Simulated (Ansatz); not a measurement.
The system is SiGe.

```
CELL_PARAMETERS angstrom
3.90445 0.00000 0.00000
-1.95223 3.38135 0.00000
0.00000 0.00000 6.45078
ATOMIC_POSITIONS crystal
Ge 0.33333 0.66667 0.00039
Ge 0.66667 0.33333 0.50039
Si 0.33333 0.66667 0.37461
Si 0.66667 0.33333 0.87461
```

The cell comes from a database or a generator and needn't be the stable form of this composition.

Base run:

* Program: Ansatz 0.2.0
* Functional: PBE0
* Potentials or basis: Ansatz PAW
* Cutoff: 420 eV
* Density cutoff: 1680 eV
* k mesh: 6 × 6 × 4
* Occupations: fermi-dirac, width 0.05 eV
* Spin: no spin polarisation

Its results: band gap on the k mesh 1.62 eV, indirect (least direct gap 1.73 eV); largest force 0.007 eV/Å.

Q: The run is repeated on the same cell with these changes: functional from PBE0 to HSE06. What comes out?

A: Band gap on the k mesh 0.98 eV, indirect (least direct gap 1.10 eV); largest force 0.004 eV/Å.

Caveats: the PAW data sets come from PBE, with cores solved anew for the run's functional, which leaves a small shift of forces and pressure.

Not every run made on this cell is shown here.
